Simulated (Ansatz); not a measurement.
## SnO: frozen-core PAW against all-electron methods

```yaml
crystal:
  lattice:
    - [3.80200, -0.03802, -0.03802]
    - [-0.03802, 3.80200, -0.03802]
    - [-0.04836, -0.04836, 4.83600]
  atoms:
    - { symbol: Sn, position: [0.00000, 0.50000, 0.23850] }
    - { symbol: Sn, position: [0.50000, 0.00000, 0.76150] }
    - { symbol: O, position: [0.00000, 0.00000, 0.00000] }
    - { symbol: O, position: [0.50000, 0.50000, 0.00000] }
```

Atoms are numbered in the order listed.

The cell is COD entry 9008956, as deposited and not checked against the literature; nothing was relaxed. The listed cell was then made from it by scaling, straining or moving an atom.

No spin–orbit coupling, which matters for the heavy atoms here.

All numbers are computed: DFT, PBEsol, PAW with Ansatz's default frozen-core files, scalar-relativistic (Ansatz 0.2.0); DFT, PBEsol, all-electron PAW with datasets made for the crystal, scalar-relativistic (Ansatz 0.2.0); DFT, PBEsol, all-electron LAPW, scalar-relativistic (Ansatz 0.2.0).

For PAW: a Γ-centred 8×8×6 k mesh, Fermi–Dirac smearing of 0.01 eV, cutoff 420 eV, no spin polarisation; the PAW files were made with PBE, and the program remakes their frozen cores for this functional. The crystal-made all-electron datasets (AE datasets) take a cutoff of 360 eV at this cell. LAPW targets a basis error of 1 meV/atom. The Ansatz runs share mesh, smearing and spin set-up. Plane-wave (PAW) pressures include the program's estimate of the Pulay term.

Stress and pressure are positive in compression.

The change that made this cell: equal xy, yz and zx engineering shear strains of -2 %.

Spin–orbit coupling is left out, which moves gradients at and beside heavy atoms by some per cent and at worst by a factor of two.

In a metal, gradients converge slowly with the k mesh: the values move by tens of per cent from one mesh to another, at times in sign, so only the comparison on one mesh counts.

```csv
quantity,PAW,AE datasets,LAPW
pressure (GPa),0.06,0.03,0.03
stress xx (GPa),0.21,0.18,0.18
stress zz (GPa),-0.25,-0.27,-0.27
stress yz (GPa),1.08,1.08,1.08
stress xz (GPa),1.08,1.08,1.08
stress xy (GPa),1.69,1.68,1.68
"force on Sn1, x (eV/Å)",0.115,0.115,0.115
"force on O3, x (eV/Å)",0.071,0.071,0.071
field gradient Vzz at Sn1 (10²¹ V/m²),?,?,–
field gradient Vzz at O3 (10²¹ V/m²),-0.74,-0.74,–
```

(1) Give the missing entry: row "field gradient Vzz at Sn1 (10²¹ V/m²)", column "PAW".

(2) Give the missing entry: row "field gradient Vzz at Sn1 (10²¹ V/m²)", column "AE datasets".

## Answers

(1) -17.22.

(2) -17.10.
